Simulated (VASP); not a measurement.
## BP: relaxation of the atoms with PBEsol

BP:

```
B P
1.0
     0.00000    2.29030    2.29030
     2.29030    0.00000    2.29030
     2.29030    2.29030    0.00000
B P
1 1
Direct
  0.00000 0.00000 0.00000
  0.25000 0.25000 0.25000
```

The cell isn't the ideal one: a relaxed cell with its volume scaled by 1.04.

| Property | Result |
| --- | --- |
| Program | VASP 6.6.1 |
| Task | relaxation of the atoms |
| Functional | PBEsol |
| Potentials or basis | VASP PAW PBE potentials, release 64 (B, P) |
| Cutoff | 600 eV |
| k mesh | 10 × 10 × 10 |
| Occupations | gaussian, width 0.03 eV |
| Spin | no spin polarisation |
| Further INCAR settings | ALGO = Normal; EDIFF = 1e-07; IBRION = 2; EDIFFG = -0.01; NSW = 40 |

The pressure after relaxing is -6.2 GPa and the band gap on the k mesh is 1.17 eV, indirect (least direct gap 3.32 eV).

Final structure:
```yaml
crystal:
  lattice:
    - [0.00000, 2.29030, 2.29030]
    - [2.29030, 0.00000, 2.29030]
    - [2.29030, 2.29030, 0.00000]
  atoms:
    - { symbol: B, position: [0.00000, 0.00000, 0.00000] }
    - { symbol: P, position: [0.25000, 0.25000, 0.25000] }
```

Levels at points of the mesh, in eV from the valence-band top:
| k point | band 2 | band 3 | band 4 | band 5 | band 6 | band 7 |
| --- | --- | --- | --- | --- | --- | --- |
| (0.00, 0.00, 0.00) | 0.00 | 0.00 | 0.00 | 3.32 | 3.32 | 3.32 |
| (0.50, 0.00, 0.00) | -8.90 | -1.73 | -1.73 | 3.57 | 4.63 | 4.63 |
| (0.50, 0.50, 0.00) | -8.46 | -4.04 | -4.04 | 1.28 | 1.54 | 11.84 |

Wall time 11 s on 1 thread of Intel(R) Xeon(R) Platinum 8488C (Sapphire Rapids), with other jobs on the host, peak memory 0.15 GiB.

Caveat: the relaxation stopped at its first step, so nothing moved; the PAW data sets were made with another functional, which shifts forces and pressure a little. A k mesh can miss the band edges.
